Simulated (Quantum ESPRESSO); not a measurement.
Slab: MoS2, a slab with vacuum.

```xyz
6
Lattice="3.1845 0.0000 0.0000 -1.5923 2.7579 0.0000 0.0000 0.0000 21.6705" Properties=species:S:1:pos:R:3 pbc="T T T"
Mo    0.0000    1.8386   18.4451
Mo    1.5923    0.9193    3.2254
S     1.5923    0.9193   16.8949
S     0.0000    1.8386    1.6741
S     1.5923    0.9193   19.9965
S     0.0000    1.8386    4.7756
```

| Item | Value |
| --- | --- |
| Program | Quantum ESPRESSO 7.5 |
| Task | single point |
| Functional | PBE |
| Potentials or basis | SSSP 1.3 efficiency PBE |
| Cutoff | 816 eV |
| Density cutoff | 5987 eV |
| k mesh | 10 × 10 × 2 |
| Occupations | fermi-dirac, width 0.05 eV |
| Spin | no spin polarisation |

On this cell: largest force 0.233 eV/Å; band gap on the k mesh 1.39 eV, indirect (least direct gap 1.89 eV).

The same run follows on a disturbed copy (atoms moved at random, drawn with an rms of 0.05 Å):

```xyz
6
Lattice="3.1845 0.0000 0.0000 -1.5923 2.7579 0.0000 0.0000 0.0000 21.6705" Properties=species:S:1:pos:R:3 pbc="T T T"
Mo    0.0310    1.8429   18.4396
Mo    1.6098    0.9509    3.2172
S     1.5822    0.9587   16.8691
S    -0.0051    1.8376    1.6756
S     1.5373    0.9285   20.0170
S     0.0080    1.8008    4.7328
```

**Question.** What does the disturbed cell give?

**Answer.** The energy moves by +17.6 meV/atom; largest force 1.273 eV/Å; band gap on the k mesh 1.31 eV, indirect (least direct gap 1.76 eV).

Forces in eV/Å, atoms in the order of the input:
```
Mo  -1.208  0.401  0.038
Mo  -0.342 -1.076 -0.437
S    0.421 -0.310  0.123
S    0.229  0.359 -0.433
S    0.788 -0.090 -0.219
S    0.112  0.716  0.929
```

Stress tensor (GPa, compression positive):
```
 0.97 -0.20  0.33
-0.20  0.12  0.74
 0.33  0.74  1.60
```

A k mesh can miss the band edges.
